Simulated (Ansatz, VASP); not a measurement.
**Two plane-wave programs on C**

The input INCAR:

```
SYSTEM = C
PREC = Accurate ; ENCUT = 600
EDIFF = 1E-6 ; ISMEAR = -1
SIGMA = 0.05 ; LREAL = .False.
LASPH = .True. ; NELM = 60
ALGO = Normal ; ISIF = 3
LWAVE = .False. ; LCHARG = .False.
GGA = B5 ; ALDAX = 1.0
AGGAX = 1.0 ; AGGAC = 1.0
ALDAC = 0.0 ; IVDW = 13
VDW_S6 = 1.0 ; VDW_S8 = 2.34076671
VDW_A1 = 0.44488865 ; VDW_A2 = 4.0933009
IBRION = 2 ; NSW = 40
EDIFFG = -0.01
```

File KPOINTS:

```
Automatic mesh
0
Gamma
  12 12 4
  0 0 0
```

File POSCAR:

```
C
1.0
    2.5221000000      0.0000000000      0.0000000000
   -1.2610500000      2.1842026709      0.0000000000
    0.0000000000      0.0000000000      8.2371000000
C
8
Direct
    0.6666666667      0.3333333333      0.8437500000
    0.3333333333      0.6666666667      0.3437500000
    0.6666666667      0.3333333333      0.6562500000
    0.3333333333      0.6666666667      0.1562500000
    0.0000000000      0.0000000000      0.9062500000
    0.0000000000      0.0000000000      0.4062500000
    0.0000000000      0.0000000000      0.5937500000
    0.0000000000      0.0000000000      0.0937500000
```

Contents of input.yaml:

```yaml
crystal:
  lattice:
    - [2.5221, 0.0, 0.0]
    - [-1.26105, 2.1842026709, 0.0]
    - [0.0, 0.0, 8.2371]
  atoms:
    - { symbol: C, position: [0.6666666667, 0.3333333333, 0.84375] }
    - { symbol: C, position: [0.3333333333, 0.6666666667, 0.34375] }
    - { symbol: C, position: [0.6666666667, 0.3333333333, 0.65625] }
    - { symbol: C, position: [0.3333333333, 0.6666666667, 0.15625] }
    - { symbol: C, position: [0.0, 0.0, 0.90625] }
    - { symbol: C, position: [0.0, 0.0, 0.40625] }
    - { symbol: C, position: [0.0, 0.0, 0.59375] }
    - { symbol: C, position: [0.0, 0.0, 0.09375] }
hamiltonian:
  xc: blyp
  pseudopotentials: { kind: paw }
  dispersion: d4
kpoints:
  mp_grid: { grid: [12, 12, 4] }
scf:
  occupations: { method: fermi_dirac, width: 0.05 }
output:
  forces: true
  stress: true
  write_density: true
  write_potential: true
  elf: true
  volumetric_format: npy
relax:
  f_tol: 0.01
  max_steps: 40
  cell: { stress_tol: 0.05 }
```

This is a hexagonal form of diamond, not graphite.

Alike in both runs: task relaxation of cell and atoms; functional BLYP; dispersion D4; k mesh 12 × 12 × 4; occupations fermi-dirac, width 0.05 eV; no spin polarisation.

|  | VASP | Ansatz |
| --- | --- | --- |
| version | VASP 6.6.1 | Ansatz 0.2.0 |
| potentials or method | VASP PAW PBE potentials, release 64 (C) | Ansatz PAW |
| plane-wave cutoff (eV) | 600 | 420 |
| valence electrons in the cell | 32 | 32 |

VASP gave:

* gap on the k mesh at the Fermi level, each at its own relaxed structure (eV): 4.88
* relaxed volume (Å³/atom): 5.68
* relaxed cell length with the largest relative difference (Å): 2.516
* energy change over the relaxation (meV/atom): -2

Task: Estimate Ansatz's values.

Result: gap on the k mesh at the Fermi level, each at its own relaxed structure (eV): 4.88; relaxed volume (Å³/atom): 5.68; relaxed cell length with the largest relative difference (Å): 2.515; energy change over the relaxation (meV/atom): -2.

Caveats: the PAW data sets were made with another functional, which shifts forces and pressure a little (VASP); the plane-wave basis is chosen anew once the cell has moved, so the energies of steps on either side of that aren't comparable (Ansatz); the pressure holds a Pulay correction of +1.2 GPa for the finite cutoff (Ansatz); the PAW data sets come from PBE, with cores solved anew for the run's functional, which leaves a small shift of forces and pressure (Ansatz). A k mesh can miss the band edges.
